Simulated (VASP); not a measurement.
Crystal: HfS2.

```
Hf S
1.0
     3.63966    0.00000    0.00000
    -1.81983    3.15204    0.00000
     0.00000    0.00000    6.05556
Hf S
1 2
Direct
  0.00000 0.00000 0.00000
  0.66667 0.33333 0.76395
  0.33333 0.66667 0.23605
```

The cell is a database's computed one.

- Program: VASP 6.6.1
- Task: relaxation of cell and atoms
- Functional: PBE
- Dispersion: D3(BJ)
- Potentials or basis: VASP PAW PBE potentials, release 64 (Hf_pv, S)
- Cutoff: 400 eV
- k mesh: 12 × 12 × 6
- Occupations: gaussian, width 0.02 eV
- Spin: no spin polarisation

At the start: pressure -1.1 GPa; volume 23.16 Å³/atom.

How do energy, volume and symmetry change on relaxing?

Over 15 steps the energy falls by 10.5 meV/atom and the volume is 21.52 Å³/atom (-7.1 %); space group P-3m1 (No. 164, to 0.05 Å).

The path:
```csv
step,energy change (eV),largest force (eV/Å),pressure (GPa),volume (Å³)
1,0.0000,0.1670,-1.07,69.47
2,-0.0067,0.3235,0.71,67.92
3,-0.0068,0.3073,0.52,68.08
4,-0.0128,0.1577,0.12,67.75
5,-0.0143,0.0352,-0.21,67.49
6,-0.0182,0.0307,-0.21,67.09
7,-0.0275,0.0162,-0.19,65.90
8,-0.0282,0.0304,0.17,63.49
9,-0.0315,0.0112,-0.02,64.76
10,-0.0316,0.0060,0.01,64.55
11,-0.0316,0.0075,0.00,64.61
12,-0.0316,0.0017,-0.03,64.60
13,-0.0316,0.0004,-0.02,64.60
14,-0.0316,0.0023,0.02,64.56
15,-0.0316,0.0019,0.01,64.56
```

Final structure:
```yaml
crystal:
  lattice:
    - [3.59774, 0.00000, 0.00000]
    - [-1.79887, 3.11574, 0.00000]
    - [0.00000, 0.00000, 5.75945]
  atoms:
    - { symbol: Hf, position: [0.00000, 0.00000, 0.00000] }
    - { symbol: S, position: [0.66667, 0.33333, 0.74747] }
    - { symbol: S, position: [0.33333, 0.66667, 0.25253] }
```
